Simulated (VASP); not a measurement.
Runs of VASP 6.6.1 on TiS2. The cell holds a sheet with vacuum, 3 atoms: a = 3.337 Å, b = 3.337 Å, c = 18.860 Å, α = 90.00°, β = 90.00°, γ = 120.00°. The cell was built by a generator and needn't be a form met in nature.

```tsv
task	level	spin	cell	k mesh	cutoff (eV)	dipole correction	grid for exact exchange (PRECFOCK)	screening parameter	gap on the mesh (eV)	largest force (eV/Å)	work function (eV)
work function	PBEsol	off	P-3m1, 60.62 Å³/atom	12 × 12 × 1	520	yes	-	-	none	0.04	5.76
relaxation of cell and atoms	PBEsol+D4	off	relaxed	12 × 12 × 1	600	no	-	-	none	-	-
work function	PBEsol	non-collinear, zero start, SOC	P-3m1, 60.62 Å³/atom	12 × 12 × 1	520	yes	-	-	-	0.04	5.76
work function	HSE06	off	P-3m1, 60.62 Å³/atom	6 × 6 × 1	520	yes	Fast	0.2 1/A	(a)	0.05	-
```

Alike in all rows: potentials or basis VASP PAW PBE potentials, release 64 (S, Ti_sv); smearing gaussian 0.08 eV.

**Question.** Estimate the missing entries.

**Answer.** (a) 0.49.

Caveats: the PAW data sets were made with another functional, which shifts forces and pressure a little.

A k mesh can miss the band edges.

A gap of «none» marks a metal or a gap under the smearing width.
